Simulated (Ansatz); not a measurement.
**Cs2SnI6: I vacancy**

These are results of DFT LDA, scalar-relativistic, plane waves, PAW in Ansatz, not measurements. Run with 420 eV cutoff, 3×3×3 k-mesh, Gaussian smearing of 0.10 eV, no spin polarisation.

Host crystal, relaxed:

```
Cs Sn I
1.0
     0.00000    5.64128    5.64128
     5.64128    0.00000    5.64128
     5.64128    5.64128    0.00000
Cs Sn I
2 1 6
Cartesian
  2.8206 2.8206 2.8206
  8.4619 8.4619 8.4619
  0.0000 0.0000 0.0000
  8.4347 5.6413 5.6413
  5.6413 8.4347 5.6413
  5.6413 2.8479 5.6413
  2.8479 5.6413 5.6413
  5.6413 5.6413 8.4347
  5.6413 5.6413 2.8479
```

Supercell of 18 atoms, rows in host cell vectors: -1 1 0; 0 0 -1; -1 -1 1. Atoms relax at the host's cell, keeping the symmetry that the supercell leaves at the site. The cell is small, so energies carry finite-size errors of tenths of an eV. The host is a metal.

A cell with an odd number of electrons and no spin polarisation is a metal by construction and may be lower with spin. Spin-orbit coupling is left out, which matters for the bands and energies of heavy elements.

Defect: I vacancy set at (0.252, 0.748, 0.748) of the host cell. Before relaxation its nearest neighbours are 1 Sn at 2.85 Å.

| charge | moment (μB) | largest move (Å) | atoms near the site |
| --- | --- | --- | --- |
| 0 | 0.00 | 0.30 | 1 Sn at 3.13 Å |

Cost: 2 runs of about 7.3 core-minutes in all, on Intel Xeon 6975P-C (Granite Rapids) (shared hosts).